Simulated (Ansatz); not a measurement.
# W: what the sphere radii change

How much do the results for W depend on the sphere radii?

The COD cell was measured well above room temperature, so it is larger than a cold one.

Program: Ansatz 0.2.0. Level of theory: DFT, PBE, all-electron LAPW, scalar-relativistic. These are calculated values, not measurements.

## Step 1: The structure to begin with

The structure is cubic, space group Im-3m (No. 229). Conventional cell: a = 3.195 Å, b = 3.195 Å, c = 3.195 Å, α = 90.00°, β = 90.00°, γ = 90.00°. W (site symmetry m-3m) is surrounded by 8 W at 2.77 Å.

Coordinates:

```cif
data_structure
_symmetry_space_group_name_H-M 'Im-3m'
_symmetry_Int_Tables_number 229
_cell_length_a 3.1946
_cell_length_b 3.1946
_cell_length_c 3.1946
_cell_angle_alpha 90.000
_cell_angle_beta 90.000
_cell_angle_gamma 90.000
_cell_volume 32.60
loop_
_atom_site_label
_atom_site_type_symbol
_atom_site_symmetry_multiplicity
_atom_site_Wyckoff_symbol
_atom_site_fract_x
_atom_site_fract_y
_atom_site_fract_z
_atom_site_occupancy
W1 W 2 a 0.00000 0.00000 0.00000 1
```

The file gives the conventional cell by its symmetry; the runs use the cell typed in the input.

The geometry is a database entry used as it stands. It may stem from high pressure or temperature, or be incomplete, so it serves as a test cell.

## Step 2: With all sphere radii typed as 0.83 Å

The input, input.yaml:

```yaml
crystal:
  lattice:
    - [-1.5973, 1.5973, 1.5973]
    - [1.5973, -1.5973, 1.5973]
    - [1.5973, 1.5973, -1.5973]
  atoms:
    - { symbol: W, position: [0.0, 0.0, 0.0] }
kpoints:
  mp_grid: { grid: [14, 14, 14] }
scf:
  occupations: { method: fermi_dirac, width: 0.08 }
hamiltonian:
  xc: pbe
  pseudopotentials:
    kind: all_electron
    lapw: { basis_error: 0.001, muffin_tin_radii: { W: 0.83 } }
output:
  forces: true
  stress: true
  eigenvalues: true
```

## Step 3: With all sphere radii typed as 0.996 Å

Changes to input.yaml since step 2:

```diff
@@ -15,3 +15,3 @@
     kind: all_electron
-    lapw: { basis_error: 0.001, muffin_tin_radii: { W: 0.83 } }
+    lapw: { basis_error: 0.001, muffin_tin_radii: { W: 0.996 } }
 output:
```

## Step 4: With all sphere radii typed as 1.162 Å

Changes to input.yaml since step 3:

```diff
@@ -15,3 +15,3 @@
     kind: all_electron
-    lapw: { basis_error: 0.001, muffin_tin_radii: { W: 0.996 } }
+    lapw: { basis_error: 0.001, muffin_tin_radii: { W: 1.162 } }
 output:
```

(Steps that only read results are left out.)

What does the calculation give? Wanted: pressure, in all runs.

As calculated:

```
                                                                        quantity                                              value
largest change of energy from «all sphere radii typed as 0.83 Å» (zero smearing)  -0.1 meV/atom (all sphere radii typed as 1.162 Å)
                                                    pressure, in all runs (LAPW)                                          -2.70 GPa
```

What this shows: Across the runs the energy spans 0.1 meV/atom. A complete basis would give the same answer for any radius, so the spread shows part of the basis error. The pressure spans under 0.01 GPa (LAPW). Spin-orbit coupling is left out, though the cell holds W; in elements this heavy it can shift bands and gaps by tenths of an eV.
